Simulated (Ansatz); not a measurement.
Write the native input for Ansatz 0.2.0 that does the following.

```
Task                : relaxation of cell and atoms
Functional          : revPBE
Dispersion          : D4
Potentials or basis : all-electron LAPW, scalar-relativistic
Basis error allowed : 0.001 eV/atom
k mesh              : 10 × 10 × 10
Occupations         : fermi-dirac, width 0.05 eV
Spin                : no spin polarisation
```

The system is HfC.

```
Hf C
1.0
     0.00000    2.32500    2.32500
     2.32500    0.00000    2.32500
     2.32500    2.32500    0.00000
Hf C
1 1
Direct
  0.50000 0.50000 0.50000
  0.00000 0.00000 0.00000
```

One way to write it, as run:

input.yaml

```yaml
crystal:
  lattice:
    - [0.0, 2.325, 2.325]
    - [2.325, 0.0, 2.325]
    - [2.325, 2.325, 0.0]
  atoms:
    - { symbol: Hf, position: [0.5, 0.5, 0.5] }
    - { symbol: C, position: [0.0, 0.0, 0.0] }
kpoints:
  mp_grid: { grid: [10, 10, 10] }
scf:
  occupations: { method: fermi_dirac, width: 0.05 }
hamiltonian:
  xc: revpbe
  dispersion: d4
  pseudopotentials: { kind: all_electron, lapw: { basis_error: 0.001 } }
output:
  forces: true
  stress: true
relax:
  f_tol: 0.01
  max_steps: 60
  cell: {}
```

Potentials or basis: all-electron LAPW, scalar-relativistic.

The run is started by

```console
$ ansatz run input.yaml --threads 1 --pin off --max-ram 3072MiB --backend cpu --events-out ev --progress --plain --runs-dir out
```

Results of the run:

```json
{
  "Relaxed volume": "12.38 Å³/atom",
  "Relaxed cell": "a = 3.271 Å, b = 3.271 Å, c = 3.271 Å, α = 60.00°, β = 60.00°, γ = 60.00°",
  "Space group after relaxing (to 0.05 Å)": "Fm-3m (No. 225)",
  "Energy gained by relaxing": "2.1 meV/atom",
  "Ionic steps": "5",
  "Pressure after relaxing": "0.0 GPa"
}
```

Run time: 30 s on 1 thread of Arm Neoverse V2, on a shared host, peak memory 0.33 GiB.
